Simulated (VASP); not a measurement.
Wanted: the native input for a VASP 6.6.1 run.

```yaml
Task: band structure
Functional: PBE
Potentials_or_basis: VASP PAW PBE potentials, release 64 (Zn, O)
Cutoff: 520 eV
k_mesh: 6 × 6 × 3
Occupations: gaussian, width 0.03 eV
Spin: no spin polarisation
Grid_for_exact_exchange_PRECFOCK: Fast
Further_INCAR_settings: ALGO = Normal; EDIFF = 1e-06; NBANDS = 26
```

The structure of ZnO lies in POSCAR:

```
ZnO                                     
1.0
    3.2865005524      0.0000000000     -0.0000000000
   -1.6432502762      2.8461929652      0.0000000000
    0.0000000000      0.0000000000      5.3003902123
  Zn              O             
     2     2
Direct
     0.3333333300000021    0.6666666699999979    0.4998270303824426
     0.6666666699999979    0.3333333300000021    0.9998270303824427
     0.6666666699999979    0.3333333300000021    0.3791829696175583
     0.3333333300000021    0.6666666699999979    0.8791829696175583
```

The input as run:

INCAR

```
SYSTEM = ZnO
ALGO     = Normal         ! electronic algorithm
EDIFF    = 1E-6           ! SCF threshold, eV
ENCUT    = 520            ! plane-wave cutoff, eV
GGA      = PE             ! functional
ISIF     = 2              ! what is computed and relaxed
ISMEAR   = 0              ! smearing method
KPAR     = 4            
LASPH    = .TRUE.         ! aspherical terms in the spheres
LCHARG   = .FALSE.        ! write CHGCAR
LREAL    = .FALSE.        ! projectors in reciprocal space
LWAVE    = .FALSE.        ! write WAVECAR
NBANDS   = 26             ! bands
NELM     = 80             ! most SCF steps
PREC     = Accurate       ! precision mode
SIGMA    = 0.03           ! smearing width, eV
```

KPOINTS

```
k-points
0
G
  6 6 3
  0 0 0
```

KPOINTS_OPT

```
explicit points
6
Reciprocal
 0.0000000000  0.0000000000  0.0000000000 1
 0.0000000000  0.0000000000  0.5000000000 1
 0.3333333333  0.3333333333  0.5000000000 1
 0.3333333333  0.3333333333  0.0000000000 1
 0.5000000000  0.0000000000  0.5000000000 1
 0.5000000000  0.0000000000  0.0000000000 1
```

Potentials or basis: VASP PAW PBE potentials, release 64 (Zn, O).

Launch:

```console
$ cat potpaw_PBE.64/Zn/POTCAR potpaw_PBE.64/O/POTCAR > POTCAR
$ mpirun -np 4 vasp_std > vasp.out
```

It gave:

```json
{
 "Pressure": "0.1 GPa",
 "Band gap on the k mesh": "0.72 eV, direct",
 "Band gap along the path": "0.72 eV, direct"
}
```

It took 12 s on 4 MPI ranks on Intel(R) Xeon(R) Platinum 8488C (Sapphire Rapids) (shared host), peak memory 0.16 GiB a rank.
